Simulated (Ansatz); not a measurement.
Input of an Ansatz 0.2.0 run:

input.yaml

```yaml
crystal:
  lattice:
    - [0.0, 2.9305, 2.9305]
    - [2.9305, 0.0, 2.9305]
    - [2.9305, 2.9305, 0.0]
  atoms:
    - { symbol: In, position: [0.0, 0.0, 0.0] }
    - { symbol: P, position: [0.75, 0.75, 0.75] }
kpoints:
  mp_grid: { grid: [8, 8, 8] }
scf:
  occupations: { method: fermi_dirac, width: 0.05 }
hamiltonian:
  xc: pbesol
  pseudopotentials: { kind: all_electron, lapw: { basis_error: 0.001 } }
output:
  forces: true
  stress: true
  eigenvalues: true
  populations: true
```

Potentials or basis: all-electron LAPW, scalar-relativistic.

Run with:

```console
$ ansatz run input.yaml --threads 1 --pin off --max-ram 3072MiB --backend cpu --events-out ev --progress --plain --runs-dir out
```

**Question.** Predict the Loewdin charges.

**Answer.** In +0.25; P -0.22 e.

**Question.** What does it give for the pressure?

**Answer.** 0.6 GPa.

**Question.** What does it give for the band gap on the k mesh?

**Answer.** 0.61 eV, direct.

Caveat: spin-orbit coupling is left out, which moves the levels of the heavy elements.

**Experimental background.**

A printed reference work, data compilation reports, for a bulk crystal of InP at 1.6 K: band gap 1.4236 eV (direct).

Against the measured gap of InP, 1.4236 eV (direct; 1.6 K; a printed reference work, data compilation), the calculated 0.61 eV is off by -0.81 eV. Spin-orbit coupling on In is left out. The value is that of PBEsol, without temperature or zero-point motion. Semilocal functionals fall short of measured gaps as a rule.
